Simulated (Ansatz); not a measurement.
The system is Hf.

```xyz
1
Lattice="-1.8050 1.8050 1.8050 1.8050 -1.8050 1.8050 1.8050 1.8050 -1.8050" Properties=species:S:1:pos:R:3 pbc="T T T"
Hf    0.0000    0.0000    0.0000
```

This isn't the form of Hf at room conditions, which is hcp.

Base run:

```yaml
Program: Ansatz 0.2.0
Functional: PBEsol
Potentials_or_basis: all-electron LAPW, scalar-relativistic
Cutoff: 213 eV
Density_cutoff: 853 eV
Basis_error_allowed: 0.001 eV/atom
k_mesh: 10 × 10 × 10
Occupations: gaussian, width 0.1 eV
Spin: no spin polarisation
```

Its results: pressure -9.1 GPa.

After a change of settings the same cell gave: pressure -12.6 GPa. Which change was it?
A. functional from PBEsol to LDA; occupations from gaussian, width 0.1 eV to fermi-dirac, width 0.05 eV
B. occupations from gaussian, width 0.1 eV to fermi-dirac, width 0.05 eV
C. potentials or basis from all-electron LAPW, scalar-relativistic to all-electron PAW datasets made for the crystal; occupations from gaussian, width 0.1 eV to fermi-dirac, width 0.05 eV
D. potentials or basis from all-electron LAPW, scalar-relativistic to all-electron LAPW, inner shells corrected to Dirac's equation; occupations from gaussian, width 0.1 eV to fermi-dirac, width 0.05 eV

A.

Not every run made on this cell is shown here.
